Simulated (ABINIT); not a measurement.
Runs of ABINIT 10.8.3 (patched build) on PtS2. Symmetry: P-3m1, No. 164, trigonal system. Conventional cell: a = 3.543 Å, b = 3.543 Å, c = 5.039 Å, α = 90.00°, β = 90.00°, γ = 120.00°. Pt (site symmetry -3m) is surrounded by 6 S at 2.34 Å. S (site symmetry 3m) is surrounded by 3 Pt at 2.34 Å. 

| task | level | potentials or basis | cell | k mesh | cutoff (eV) | smearing | cell freedom (optcell) | optimiser (ionmov) | cutoff smearing ecutsm (Ha) | force stop (Ha/bohr) | bands of the masses | mesh quality | gap on the mesh (eV) | pressure (GPa) | largest force (eV/Å) |
| --- | --- | --- | --- | --- | --- | --- | --- | --- | --- | --- | --- | --- | --- | --- | --- |
| single point | LDA | PseudoDojo NC SR LDA v0.4.1 standard | cell relaxed | 7 × 7 × 4 | 1088 | fermi-dirac 0.05 eV | - | - | - | - | - | not flagged | none | -0.1 | - |
| relaxation of cell and atoms | LDA | PseudoDojo NC SR LDA v0.4.1 standard | relaxed | 7 × 7 × 4 | 1088 | fermi-dirac 0.05 eV | 2 | 2 | 0.5 | 2e-05 | - | not flagged | none | 0.0 | - |
| effective masses | LDA | PseudoDojo NC SR LDA v0.4.1 standard | as given | 6 × 6 × 4 | 952 | fixed | - | - | - | - | [[15, 15], [16, 16]] | not flagged | - | - | 0.79 |
| single point | PBEsol | PseudoDojo NC SR PBEsol v0.4 stringent | as given | 7 × 7 × 4 | 1034 | fermi-dirac 0.05 eV | - | - | - | - | - | not flagged | 0.76 | (b) | 0.94 |
| optical spectrum | LDA | PseudoDojo NC SR LDA v0.4.1 standard | as given | 10 × 10 × 6, shifted | 952 | fixed | - | - | - | - | - | not flagged | - | - | 0.79 |
| single point | LDA | PseudoDojo NC SR LDA v0.4.1 standard | as given | 7 × 7 × 4 | 952 | fermi-dirac 0.05 eV | - | - | - | - | - | not flagged | (a) | - | 0.79 |

Alike in all rows: no spin polarisation.

**Question.** Estimate the missing entries.

**Answer.** (a) 0.72; (b) 6.0.

Caveats: spin-orbit coupling is left out, which moves the levels of the heavy elements (some runs); an odd mesh through Γ misses points on the zone boundary, where band edges often lie (some runs); the masses are taken at a mesh point that needn't be the band's extremum (some runs); spectra need much finer meshes, so this one isn't converged (some runs); independent-particle spectra lack excitons (some runs).

A k mesh can miss the band edges, and the runs leave out spin-orbit coupling on Pt.

A gap of «none» marks a metal or a gap under the smearing width.

Runs at the PBE level aren't shown here.
